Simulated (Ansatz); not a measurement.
# A failed many-body run on SiC (F-43m)

Aim: the G0W0 gap of SiC (F-43m). The first input has a fault.

Calculated with Ansatz 0.2.0; G0W0 on PBE, plane waves, PAW.

### Step 1. Starting point

It takes space group F-43m (No. 216, cubic). The conventional cell has a = 4.358 Å, b = 4.358 Å, c = 4.358 Å, α = 90.00°, β = 90.00°, γ = 90.00°. Si has 4 C at 1.89 Å nearest. C has 4 Si at 1.89 Å nearest. Farther neighbours are not listed.

Coordinates:

```cif
data_structure
_symmetry_space_group_name_H-M 'P 1'
_symmetry_Int_Tables_number 1
_cell_length_a 3.0816
_cell_length_b 3.0816
_cell_length_c 3.0816
_cell_angle_alpha 60.000
_cell_angle_beta 60.000
_cell_angle_gamma 60.000
_cell_volume 20.69
loop_
_atom_site_label
_atom_site_type_symbol
_atom_site_fract_x
_atom_site_fract_y
_atom_site_fract_z
_atom_site_occupancy
Si1 Si 0.00000 0.00000 0.00000 1
C2 C 0.25000 0.25000 0.25000 1
```

The cell and positions come from the Crystallography Open Database and are kept as given unless a step says otherwise. The default PAW set here is soft_2. Its files were made with PBE.

### Step 2. First try

input.yaml

```yaml
crystal:
  lattice:
    - [0.0, 2.179, 2.179]
    - [2.179, 0.0, 2.179]
    - [2.179, 2.179, 0.0]
  atoms:
    - { symbol: Si, position: [0.0, 0.0, 0.0] }
    - { symbol: C, position: [0.25, 0.25, 0.25] }
kpoints:
  mp_grid: { grid: [6, 6, 6] }
hamiltonian:
  xc: pbe
scf:
  occupations: { method: fixed }
gw:
  n_empty_bands: 4
  ecut_chi: 40
  qp_bands: [v2, c2]
  qp_kpoints: band_edges
  screening: { model: contour_deformation }
```

Launch:

```
ansatz run input.yaml --threads 3 --pin off --max-ram 92160MiB --backend cuda --events-out ev --progress --plain --runs-dir out --devices 1 --max-vram 13GiB  # rebuilt from the run's record
```

Numbers of over 12 decimals in the logs are rounded to 6 here.

The program printed:

```text
GPUs: using 1 of 1 available (devices: 1).
Engine: ansatz 0.2.0, x86_64-unknown-linux-gnu
Pseudopotentials: kind: paw
Pseudopotential: Si, paw, valence charge 4, recommended cutoff 420 eV (normal), Si.paw.azcp
Pseudopotential: C, paw, valence charge 4, recommended cutoff 420 eV (normal), C.paw.azcp
Functional definition: PBE
  parameter kappa = 0.804
  parameter beta = 0.066725
  exchange = pbe_x(kappa = kappa, mu = beta*pi^2/3)
  correlation = pbe_c(beta = beta)
device memory: the entry about to start is reckoned to put 0.4 GiB on a device that reports 59.1 GiB free (of which the cap on the GPU budget leaves the run 13.0 GiB)
GPU FFT provider: cuFFT
GPU libraries: cuBLAS 13.8.2, cuFFT 12.4.0, cuSOLVER 12.3.4
Crystal: 2 atoms, lattice volume = 20.692 Å³
Basis set: ecut = 420 eV, 411 PW (Γ)
Bands: 8, of which v1, the nominal top of the filled ones, is band 4 counted from 1 (3 counted from 0)
Symmetry: 24 space group operations
Space group: F-43m (ITA 216), of the structure as read, at distance tolerance 2.7e-5 Å
k-points: 16 of 216 (time reversal used)
Non-local potential: Si, projectors of the file, l = 0: 2, l = 1: 2, l = 2: 2
Non-local potential: C, projectors of the file, l = 0: 2, l = 1: 2, l = 2: 1
PAW form: soft (Blöchl's): semilocal exchange-correlation on the pseudo side does not see the compensation charge
PAW one-centre angular grid: Si, 110 points (default); XC on 64 Gauss nodes
PAW one-centre angular grid: C, 110 points (default); XC on 64 Gauss nodes
Initial density: superposition of atomic densities (neutral atoms: chi_scale 0, normalization atom), corrected by the library's trained network
Initial wavefunctions: pseudopotential atomic-orbital guess
GPU buffer pool allocated for 13824 grid points (all kernels)
GPU transforms: local potential and band sums: pruned to the plane-wave sphere, on 24×24×24
Functional: x = pbe(κ = 0.804, μ = 0.219515), c = pbe(β = 0.066725)
SCF iter   1: F=—  HF=-887.146339 eV  |F-HF|=—  |Δ(HF+E_count)|=         —  Δρ=1.78e-3  dr2=5.83e-4  ethr=1.77e-3  ⟨swp⟩=4.1  Hψ=901  notcnv=0  defer=24
preconditioner: auto → none  [insulator: Δε(μ)=1.336 eV  Ē_g=14.039 eV  n_scr=0 (ndim 8)  ℏωp=23.1 eV  f_vac=0.000  ε∞_Penn≈3.7]
SCF iter   2: F=—  HF=-887.146470 eV  |F-HF|=—  |Δ(HF+E_count)|=   1.31e-4  Δρ=6.79e-4  dr2=4.79e-5  ethr=7.29e-6  ⟨swp⟩=2.2  Hψ=346  notcnv=0  defer=27
SCF iter   3: F=—  HF=-887.146491 eV  |F-HF|=—  |Δ(HF+E_count)|=   2.16e-5  Δρ=3.28e-4  dr2=4.56e-6  ethr=5.98e-7  ⟨swp⟩=2.8  Hψ=196  notcnv=0  defer=19
SCF iter   4: F=—  HF=-887.146516 eV  |F-HF|=—  |Δ(HF+E_count)|=   2.43e-5  Δρ=3.42e-5  dr2=1.60e-7  ethr=5.69e-8  ⟨swp⟩=2.2  Hψ=196  notcnv=0  defer=27
iter 5 did not close the SCF: its close was put off for the readings that it lacked (scf_convergence_deferred on its scf_iter line)
SCF iter   5: F=-887.146516 eV  HF=-887.146516 eV  |F-HF|=2.00e-9  |Δ(HF+E_count)|=   1.70e-7  Δρ=3.27e-6  dr2=9.00e-10  ethr=2.00e-9  ⟨swp⟩=2.1  Hψ=189  notcnv=0  defer=29
SCF iter   6: F=-887.146516 eV  HF=-887.146516 eV  |F-HF|=1.10e-11  |Δ(HF+E_count)|=   2.32e-9  Δρ=2.88e-7  dr2=1.11e-11  ethr=1.12e-11  ⟨swp⟩=3.4  Hψ=657  notcnv=0
SCF 1 converged in 6 iterations: F = -887.146516 eV  dr2 = 1.11e-11
[...]
device memory: the entry about to start is reckoned to put 0.4 GiB on a device that reports 56.5 GiB free (of which the cap on the GPU budget leaves the run 13.0 GiB)
NSCF: frozen V_eff on 16 k-points, pencils in batches of 32, up to order 32
[...]
device memory: the entry about to start is reckoned to put 0.3 GiB on a device that reports 57.0 GiB free (of which the cap on the GPU budget leaves the run 13.0 GiB)
NSCF: frozen V_eff on 16 k-points, pencils in batches of 32, up to order 52
G₀W₀ screening: q 1/16
[... further progress lines ...]
device memory: the entry about to start is reckoned to put 0.3 GiB on a device that reports 59.5 GiB free (of which the cap on the GPU budget leaves the run 13.0 GiB)
NSCF: frozen V_eff on 1 k-points
device memory: the entry about to start is reckoned to put 0.3 GiB on a device that reports 59.2 GiB free (of which the cap on the GPU budget leaves the run 13.0 GiB)
NSCF: frozen V_eff on 1 k-points
SCF converged after 6 iterations
Free energy (F): -887.146516 eV
Harris-Foulkes:  -887.146516 eV  (|F-HF|=1.10e-11)
Internal energy: -887.146516 eV  (E = F + TS)
E sigma→0 (E₀):  -887.146516 eV
Fermi energy:    9.487149 eV
--- Per-component energies (eV) ---
  E_band       = 28.746810
  E_kinetic    = 135.791717
  E_local      = -104.483889  (includes V_loc(G=0)·N_el)
  E_nonlocal   = 51.834139
  E_hartree    = 32.102573
  E_xc         = -105.505659
  E_vxc        = -109.373697  (∫ρ·V_xc dr)
  E_paw        = -612.101628  (= ΣΔE_a)
  E_vpaw       = -9.226592  (= ΣTr[D̂ρ^β])
  E_aug_tail   = 0.000011  (compensation charges beyond the density's cutoff)
  E_ewald      = -284.783780
  E_smearing   = -0.000000  (= −TS)
  E_closure    = 0.000000  (closes the sum)
  Σ components = -887.146516   (vs F -887.146516, Δ=0.00e0)
--- Band table (eV; the first three rows and the last of 16) ---
  k-point 0: bands = ["-5.9201", "9.4871", "9.4871", "9.4871", "15.6996", "16.7903", "16.7903", "16.7903"]
  k-point 1: bands = ["-5.3807", "7.1151", "9.1573", "9.1573", "15.8186", "17.3075", "17.3075", "17.8290"]
  k-point 2: bands = ["-3.8537", "3.3097", "8.6428", "8.6428", "15.1636", "17.1254", "17.1254", "19.3926"]
  k-point 15: bands = ["-0.7298", "2.1944", "4.9788", "5.1038", "13.4762", "16.5757", "20.3073", "21.6879"]
--- G₀W₀: contour deformation, 6 samples at zero and on the imaginary axis and 2 off it, 216 q-points, 4 empty bands' worth ---
  eigenvalues of the whole cell's RPA ε∞ on this k-mesh (on a slab, of 1 + 4πα/V) = 7.2251, 7.2251, 7.2251; static W/v taken at q = 0 is 0.138407
  gw.qp_kpoints: band_edges: 9 of 16 stored k-points solved, in 1 pass; an edge of the gap read off the rows below is read off those points alone
    valence top: of the k-points left out ik 7 came nearest to being solved in a further pass, in band 4 (counted from 1, as in the quasiparticle table): it holds the edge there only if its correction is more favourable than any solved in that band by at least 1.152 eV; those differ by 0.565 eV
    conduction bottom: of the k-points left out ik 10 came nearest to being solved in a further pass, in band 5 (counted from 1, as in the quasiparticle table): it holds the edge there only if its correction is more favourable than any solved in that band by at least 1.372 eV; those differ by 0.909 eV
    ik  band        ε_KS         Σx   Σc(E_QP)       V_xc       Z   E_QP_lin       E_QP  E_QP is
     0     3      9.4871   -18.3487     3.4267   -15.7263  0.8093    10.2867    10.2915  root
     0     4      9.4871   -18.3487     3.4267   -15.7263  0.8093    10.2867    10.2915  root
     0     5     15.6996    -9.6213    -3.7468   -15.4181  0.8080    17.7956    17.7496  root
     0     6     16.7903    -8.0579    -3.4135   -13.8556  0.8264    19.2331    19.1745  root
     1     3      9.1573   -18.3775     3.4561   -15.6509  0.8069     9.8827     9.8868  root
     1     4      9.1573   -18.3775     3.4561   -15.6509  0.8069     9.8827     9.8868  root
     1     5     15.8186    -8.8265    -3.5165   -14.4819  0.8199    18.0033    17.9575  root
     1     6     17.3075    -7.8659    -3.5482   -13.8664  0.8212    19.8258    19.7598  root
     2     3      8.6428   -18.5322     3.5509   -15.6011  0.8026     9.2594     9.2626  root
     2     4      8.6428   -18.5322     3.5509   -15.6011  0.8026     9.2594     9.2626  root
     2     5     15.1636    -8.9848    -3.4004   -14.4364  0.8260    17.2559    17.2147  root
     2     6     17.1254    -7.0335    -3.4710   -12.9168  0.8258    19.6019    19.5377  root
     3     3      8.4336   -18.6249     3.6016   -15.6036  0.8008     9.0111     9.0140  root
     3     4      8.4336   -18.6249     3.6016   -15.6036  0.8008     9.0111     9.0140  root
[...]
9     6     14.6964    -7.2058    -2.9597   -12.3079  0.8450    16.8782    16.8388  root
    12     3      6.2987   -18.5907     4.0331   -14.7968  0.7783     6.5371     6.5379  root
    12     4      6.2987   -18.5907     4.0331   -14.7968  0.7783     6.5371     6.5379  root
    12     5     10.8405    -7.1389    -2.8066   -11.3461  0.8345    12.2532    12.2411  root
    12     6     13.8070    -7.4324    -2.8908   -12.3162  0.8467    15.8291    15.7999  root
```

It took 12 s on 1 × NVIDIA H100 80GB HBM3 (shared by 6 runs) with 3 threads of AMD EPYC 7R13 (Zen 3), shared host; peak memory 0.94 GiB.

**What went wrong?**

The run ended normally, though the input holds a fault or crude settings.

The fault: four empty bands in G0W0. The sums over empty states are cut off almost at the gap, so screening and correlation are far from complete.

It printed a gap of 1.95 eV, which is an artefact of the settings.

### Step 3. A better input

G0W0 replaces the xc potential by the self-energy, built once from these orbitals. Only a window of levels is corrected, while the sums run over the empty bands that the input names.

input.yaml: that of step 2 with these lines changed.

```diff
@@ -15,4 +15,4 @@
 gw:
-  n_empty_bands: 4
-  ecut_chi: 40
+  n_empty_bands: 61
+  ecut_chi: 120
   qp_bands: [v2, c2]
```

The program printed:

```text
GPUs: using 1 of 1 available (devices: 1).
[...]
GPU FFT provider: cuFFT
GPU libraries: cuBLAS 13.8.2, cuFFT 12.4.0, cuSOLVER 12.3.4
Crystal: 2 atoms, lattice volume = 20.692 Å³
Basis set: ecut = 420 eV, 411 PW (Γ)
Bands: 8, of which v1, the nominal top of the filled ones, is band 4 counted from 1 (3 counted from 0)
[... 1 set-up line as in the run before ...]
[...]
k-points: 16 of 216 (time reversal used)
[...]
GPU buffer pool allocated for 13824 grid points (all kernels)
[...]
SCF iter   1: F=—  HF=-887.146339 eV  |F-HF|=—  |Δ(HF+E_count)|=         —  Δρ=1.78e-3  dr2=5.83e-4  ethr=1.77e-3  ⟨swp⟩=4.1  Hψ=901  notcnv=0  defer=24
[...]
SCF iter   6: F=-887.146516 eV  HF=-887.146516 eV  |F-HF|=1.10e-11  |Δ(HF+E_count)|=   2.32e-9  Δρ=2.88e-7  dr2=1.11e-11  ethr=1.12e-11  ⟨swp⟩=3.4  Hψ=657  notcnv=0
SCF 1 converged in 6 iterations: F = -887.146516 eV  dr2 = 1.11e-11
[...]
0     3      9.4871   -18.3487     2.1403   -15.7263  0.7904     9.0035     9.0051  root
     0     4      9.4871   -18.3487     2.1403   -15.7263  0.7904     9.0035     9.0051  root
     0     5     15.6996    -9.6213    -5.1905   -15.4181  0.7824    16.3098    16.3059  root
     0     6     16.7903    -8.0579    -5.1374   -13.8556  0.7976    17.4547    17.4506  root
     1     3      9.1573   -18.3775     2.2155   -15.6509  0.7893     8.6444     8.6462  root
     1     4      9.1573   -18.3775     2.2155   -15.6509  0.7893     8.6444     8.6462  root
     1     5     15.8186    -8.8265    -5.0551   -14.4819  0.7935    16.4221    16.4189  root
     1     6     17.3075    -7.8659    -5.3208   -13.8664  0.7921    17.9917    17.9872  root
[...]
12     3      6.2987   -18.5907     3.0620   -14.7968  0.7706     5.5605     5.5668  root
    12     4      6.2987   -18.5907     3.0620   -14.7968  0.7706     5.5605     5.5668  root
    12     5     10.8405    -7.1389    -3.9404   -11.3461  0.8180    11.1077    11.1073  root
    12     6     13.8070    -7.4324    -4.4274   -12.3162  0.8203    14.2647    14.2634  root
[key lines of the parts left out:]
SCF converged after 6 iterations
Free energy (F): -887.146516 eV
Fermi energy:    9.487149 eV
```

The job ended after 10 s (1 × NVIDIA H100 80GB HBM3 (shared by 6 runs) with 3 threads; peak memory 0.98 GiB; 9.1 s of CPU time).

This step gave:

| Property | Result |
| --- | --- |
| bands summed | 65 |
| RPA ε∞ on this mesh (eigenvalues) | 7.148, 7.148, 7.148 |
| plane waves in the screening matrix | 59 |
| q-points in the mesh | 216 |
| G0W0 gap on the mesh | 2.102 eV |
| k of the valence top | 0, 0, 0 |
| k of the conduction bottom | 0, -0.5, -0.5 |
| starting gap on the mesh | 1.353 eV |
| Z at the valence top | 0.7904 |
| Z at the conduction bottom | 0.8180 |
| least direct G0W0 gap on the computed points | 5.541 eV |

The gap on the mesh goes from 1.35 eV to 2.10 eV, a correction of +0.75 eV. Between the two edge states, bare exchange in place of the xc potential would open the gap by 6.83 eV, and correlation takes back 6.08 eV.

### Step 4. Summary of results

| Quantity | Value |
| --- | --- |
| first try | converged after 12 s |
| better run | G0W0 gap on the mesh 2.10 eV (6×6×6 mesh, 61 empty bands, screening to 120 eV) |

The second run differs in: empty bands and screening cutoff (eV). Bands and cutoff are finite, so the gap is not at the basis limit. The miss can reach some tenths of an eV and take either sign; the mesh is an error of its own.

[Paths, hosts, dates, memory and timing lines, banners, echoed tables and standing remarks are left out of the program output.]

[Logs are printed without paths, hosts, clocks, repeated set-up lines and the standing remarks that a program may print on its own settings, such as how far it seeks lower states.]

[Runs of the session that timed out or met a known fault of the program may be left out.]

[Cells called generated may have been cut or substituted from an entry of the Crystallography Open Database or the Materials Project.]

[Hosts, paths, dates, database ids (printed as entryN), source tags and the programs' standing remarks are cut or masked in the printed files.]
